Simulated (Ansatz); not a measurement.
Molecular dynamics on a 1×1×1 supercell (4 atoms) of SnSe (wurtzite), relaxed with r2SCAN. Forces come from PBE in the PAW code Ansatz: constant energy and volume (NVE), velocities drawn at 1700 K, steps of 2 fs. Classical nuclei, no spin polarisation; a few dozen steps show the first response, not equilibrium. The structure comes from a prototype and may be hypothetical.

```yaml
crystal:
  lattice:
    - [5.0747781503, 0.0, 0.0]
    - [-2.5373890752, 4.3948867967, 0.0]
    - [0.0, 0.0, 6.1736757433]
  atoms:
    - { symbol: Sn, position: [0.3333333333, 0.6666666667, -0.0391356266] }
    - { symbol: Sn, position: [0.6666666667, 0.3333333333, 0.4608643734] }
    - { symbol: Se, position: [0.3333333333, 0.6666666667, 0.4141356266] }
    - { symbol: Se, position: [0.6666666667, 0.3333333333, 0.9141356266] }
kpoints:
  mp_grid: { grid: [6, 6, 2] }
hamiltonian:
  xc: pbe
scf:
  occupations: { method: fermi_dirac, width: 0.146 }
md:
  ensemble: nve
  temperature: 1700
  timestep: 2.0
  n_steps: 40
  initial_velocities: maxwell_boltzmann
  seed: 40
```

Run as `ansatz run input.yaml --threads 4 --pin off --max-ram 3686MiB --backend cpu --events-out ev --progress --plain --runs-dir out`.

Problem. What wall time did it need on 4 threads of Arm Neoverse V2, on a shared host, and what peak of host memory did it reach?

Solution. About 100 s, with a peak of 0.59 GiB.

| step | t (fs) | T (K) | free energy F from step 0 (meV/atom) | kinetic energy (meV/atom) | largest force (eV/Å) |
| --- | --- | --- | --- | --- | --- |
| 0 | 0 | 1700 | 0.0 | 164.8 | 0.08 |
| 1 | 2 | 1704 | -0.4 | 165.2 | 0.08 |
| 2 | 4 | 1703 | -0.4 | 165.1 | 0.08 |
| 3 | 6 | 1696 | 0.3 | 164.4 | 0.16 |
| 4 | 8 | 1682 | 1.7 | 163.1 | 0.26 |
| 5 | 10 | 1660 | 3.8 | 160.9 | 0.38 |
| 6 | 12 | 1630 | 6.7 | 158.0 | 0.50 |
| 7 | 14 | 1591 | 10.5 | 154.3 | 0.64 |
| 8 | 16 | 1543 | 15.2 | 149.6 | 0.79 |
| 9 | 18 | 1486 | 20.7 | 144.1 | 0.95 |
| 10 | 20 | 1421 | 27.0 | 137.8 | 1.12 |
| 11 | 22 | 1348 | 34.1 | 130.6 | 1.29 |
| 12 | 24 | 1267 | 41.9 | 122.8 | 1.47 |
| 13 | 26 | 1181 | 50.3 | 114.5 | 1.64 |
| 14 | 28 | 1091 | 59.0 | 105.8 | 1.82 |
| 15 | 30 | 999 | 68.0 | 96.8 | 1.99 |
| 16 | 32 | 907 | 76.9 | 87.9 | 2.15 |
| 17 | 34 | 817 | 85.6 | 79.2 | 2.29 |
| 18 | 36 | 733 | 93.8 | 71.1 | 2.42 |
| 19 | 38 | 656 | 101.2 | 63.6 | 2.52 |
| 20 | 40 | 589 | 107.8 | 57.1 | 2.61 |
| 21 | 42 | 534 | 113.2 | 51.7 | 2.66 |
| 22 | 44 | 491 | 117.3 | 47.6 | 2.69 |
| 23 | 46 | 461 | 120.2 | 44.7 | 2.68 |
| 24 | 48 | 446 | 121.7 | 43.2 | 2.65 |
| 25 | 50 | 443 | 121.9 | 43.0 | 2.59 |
| 26 | 52 | 453 | 121.0 | 43.9 | 2.51 |
| 27 | 54 | 473 | 119.0 | 45.9 | 2.40 |
| 28 | 56 | 503 | 116.1 | 48.8 | 2.28 |
| 29 | 58 | 540 | 112.5 | 52.3 | 2.14 |
| 30 | 60 | 582 | 108.5 | 56.4 | 2.00 |
| 31 | 62 | 627 | 104.1 | 60.8 | 1.85 |
| 32 | 64 | 673 | 99.5 | 65.3 | 1.70 |
| 33 | 66 | 720 | 95.0 | 69.8 | 1.55 |
| 34 | 68 | 765 | 90.6 | 74.2 | 1.41 |
| 35 | 70 | 808 | 86.5 | 78.3 | 1.28 |
| 36 | 72 | 848 | 82.6 | 82.2 | 1.20 |
| 37 | 74 | 884 | 79.1 | 85.7 | 1.19 |
| 38 | 76 | 917 | 75.9 | 88.9 | 1.18 |
| 39 | 78 | 946 | 73.1 | 91.7 | 1.16 |
| 40 | 80 | 971 | 70.6 | 94.2 | 1.14 |

The temperature starts at 1700 K, is lowest at step 25 (443 K, 50 fs) and ends at 971 K. The atoms start on their lattice sites with kinetic energy alone, so much of it first passes into potential energy. The conserved energy stays within 0.13 meV an atom. By the last step the atoms have moved 0.23 Å in the root mean square, the drift of the whole cell taken out, 0.31 Å at most.

Positions (Å) and forces (eV/Å) at step 40:
```
Sn  -0.190   2.758  -0.174     0.341   0.436  -0.851
Sn   2.762   1.643   2.934    -0.641  -0.516  -0.349
Se   0.023   2.879   2.385     0.485   0.358   0.971
Se   2.462   1.508   5.581    -0.185  -0.278   0.228
```
